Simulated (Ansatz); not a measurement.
## GaN as a strained film

The calculation used Ansatz 0.2.0, DFT PBE, scalar-relativistic, plane waves, PAW. Run with 420 eV cutoff, 12×12×6 k-mesh, Gaussian smearing of 0.02 eV, no spin polarisation.

Starting point, cell and atoms relaxed:

```
CELL_PARAMETERS angstrom
3.21837 0.00000 0.00000
-1.60919 2.78719 0.00000
0.00000 0.00000 5.24317
ATOMIC_POSITIONS crystal
Ga 0.66667 0.33333 0.49913
Ga 0.33333 0.66667 0.99913
N 0.66667 0.33333 0.87587
N 0.33333 0.66667 0.37587
```

The a-b plane is strained alike in both directions, as on a substrate, while c and the atoms relax within the symmetry that the strain leaves. Stress is positive in compression; energies are free energies at the smearing used, per atom.

| strain (%) | c (Å) | σ in plane (GPa) | ΔE (meV/atom) |
| --- | --- | --- | --- |
| -6.0 | 5.3907 | 29.85 | 120.17 |
| -4.0 | 5.3401 | 18.61 | 51.37 |
| -2.0 | 5.2910 | 8.66 | 12.33 |
| +0.0 | 5.2432 | 0.00 | 0.00 |
| +2.0 | 5.1967 | -7.38 | 11.24 |
| +4.0 | 5.1509 | -13.52 | 42.72 |
| +6.0 | 5.1053 | -18.49 | 91.27 |

Problem. Get the biaxial modulus twice, from the stresses and from the energies of the innermost pair.

Solution. From stress: M = −Δσ/Δε = (8.66 − (-7.38)) / 0.040 = 401 GPa. Two in-plane directions each store σε/2, so the energy density is Mε²: M = (mean ΔE)/(V ε²) = 11.78 meV / (11.758 Å³ × 0.020²) × 0.16022 GPa Å³/meV = 401 GPa. The two agree.

Problem. How well does Mε², with M from the stresses, predict the outermost points?

Solution. 105.9 meV predicted against 120.2 computed at -6.0 %; 105.9 meV predicted against 91.3 computed at +6.0 %. Compression costs more than stretching, the usual sign of bonds that stiffen as they shorten.

Problem. How does c respond, and up to what thickness can a film with 1 % or 2 % misfit stay coherent on a thick substrate?

Solution. c answers with ε_c = −0.45 ε. In an isotropic solid that ratio is 2ν/(1 − ν), so ν = r/(2 + r) = 0.18. A film of thickness h stores Mε²h per area, 40.1 mJ/m² per nm at 1 %. The Matthews–Blakeslee balance for pure edge misfit dislocations, h = b/(8πf(1 + ν)) × (ln(h/b) + 1), with b taken as the in-plane vector a = 3.22 Å, solved by iteration, gives 3.7 nm at f = 1 % and 1.3 nm at 2 %. This is an isotropic estimate in which the moduli cancel; the real Burgers vector, glide system, anisotropy and slow kinetics can shift it by a factor of a few, mostly upward.